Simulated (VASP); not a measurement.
Here is a VASP 6.6.1 calculation.

File INCAR:

```
SYSTEM = Pb
ALGO = Fast
EDIFF = 1E-8
ENCUT = 520
GGA = PE
ISIF = 2
ISMEAR = -1
LASPH = .TRUE.
LCHARG = .FALSE.
LEFG = .TRUE.
LREAL = .FALSE.
LWAVE = .FALSE.
NBANDS = 21
NELM = 100
PREC = Accurate
SIGMA = 0.08
```

Contents of KPOINTS:

```
k-points
0
G
  14 14 8
  0 0 0
```

Contents of POSCAR:

```
Pb
1.0
    3.5063980399      0.0000000000      0.0000000000
   -1.7531990200      3.0366297783      0.0000000000
    0.0000000000      0.0000000000      5.5061500000
Pb
2
Direct
    0.3333333333      0.6666666667      0.2500000000
    0.6666666667      0.3333333333      0.7500000000
```

Potentials or basis: VASP PAW PBE potentials, release 64 (Pb_d).

Launch:

```console
$ cat potpaw_PBE.64/Pb_d/POTCAR > POTCAR
$ mpirun -np 1 vasp_std > vasp.out
```

(1) Estimate the band gap on the k mesh.

(2) Predict the pressure.

Answers

(1) none (metal or under the smearing width).

(2) 4.1 GPa.
